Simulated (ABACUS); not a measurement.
A run of ABACUS 3.10.1:

The input INPUT:

```
INPUT_PARAMETERS
suffix              CaF2
calculation         nscf
basis_type          pw
pseudo_dir          ./
symmetry            -1
dft_functional      MGGA_X_R2SCAN+MGGA_C_R2SCAN
ecutwfc             97.0
pseudo_rcut         7
nspin               1
nbands              22
ks_solver           dav
smearing_method     fd
smearing_sigma      0.00367493
scf_thr             1e-08
scf_nmax            100
mixing_type         broyden
mixing_beta         0.7
mixing_tau          1
init_chg            file
pw_diag_thr         1e-07
out_band            1
kpar                4
```

File STRU:

```
ATOMIC_SPECIES
Ca 40.0780 Ca_ONCV_PBE-1.2.upf
F 18.9984 F_ONCV_PBE-1.2.upf

LATTICE_CONSTANT
1.8897261246

LATTICE_VECTORS
0.0000000000 2.7310000000 2.7310000000
2.7310000000 0.0000000000 2.7310000000
2.7310000000 2.7310000000 0.0000000000

ATOMIC_POSITIONS
Direct

Ca
0.0
1
0.0000000000 0.0000000000 0.0000000000 1 1 1

F
0.0
2
0.7500000000 0.7500000000 0.7500000000 1 1 1
0.2500000000 0.2500000000 0.2500000000 1 1 1
```

KPT

```
K_POINTS
12
Line
0.00000000 0.00000000 0.00000000 10 // G
0.50000000 0.00000000 0.50000000 10 // X
0.50000000 0.25000000 0.75000000 10 // W
0.37500000 0.37500000 0.75000000 10 // K
0.00000000 0.00000000 0.00000000 10 // G
0.50000000 0.50000000 0.50000000 10 // L
0.62500000 0.25000000 0.62500000 10 // U
0.50000000 0.25000000 0.75000000 10 // W
0.50000000 0.50000000 0.50000000 10 // L
0.37500000 0.37500000 0.75000000 1 // K
0.62500000 0.25000000 0.62500000 10 // U
0.50000000 0.00000000 0.50000000 1 // X
```

Potentials or basis: SG15 ONCV 1.2 PBE, plane waves.

Run with:

```bash
$ OMP_NUM_THREADS=1 mpirun -np 4 abacus > log
```

Hardware: 4 MPI ranks on Intel(R) Xeon(R) Platinum 8259CL CPU @ 2.50GHz (Skylake/Cascade Lake) (shared host).

Estimate the wall time of this run.

Wall time 74 s on 4 MPI ranks on Intel(R) Xeon(R) Platinum 8259CL CPU @ 2.50GHz (Skylake/Cascade Lake) (shared host), peak memory 0.52 GiB a rank. Counts: scf iterations 1, k points 102, bands 22, ranks 4.
